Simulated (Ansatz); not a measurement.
TiCo3, 4 atoms in the cell. It takes space group Pm-3m (No. 221, cubic). The conventional cell has a = 3.571 Å, b = 3.571 Å, c = 3.571 Å, α = 90.00°, β = 90.00°, γ = 90.00°. Around Co (site symmetry 4/mmm) lie 8 Co at 2.53 Å and 4 Ti at 2.53 Å. Ti (site symmetry m-3m) has 12 Co at 2.53 Å as nearest neighbours. 

```yaml
Program: Ansatz 0.2.0
Task: single point
Functional: PBEsol
Potentials_or_basis: Ansatz PAW
Cutoff: "420 eV (not typed: the program's choice for these potentials)"
k_mesh: 8 × 8 × 8
Occupations: fermi-dirac, width 0.05 eV
Spin: collinear spin, ferromagnetic start
Starting_moments: "[2.0, 2.0, 2.0, 1.0] μB"
```

Potentials or basis: Ansatz PAW.

Launch:

```sh
$ ansatz run input.yaml --threads 2 --pin off --max-ram 5632MiB --backend cpu --events-out ev --progress --plain --runs-dir out
```

Hardware: 2 threads of Arm Neoverse V2, on a shared host.

Task: Estimate the wall time of this run.

Result: It took 8.7 s on 2 threads of Arm Neoverse V2 (shared host), peak memory 0.48 GiB. Counts: scf iterations 14, plane waves 895, k points 35, bands 42.
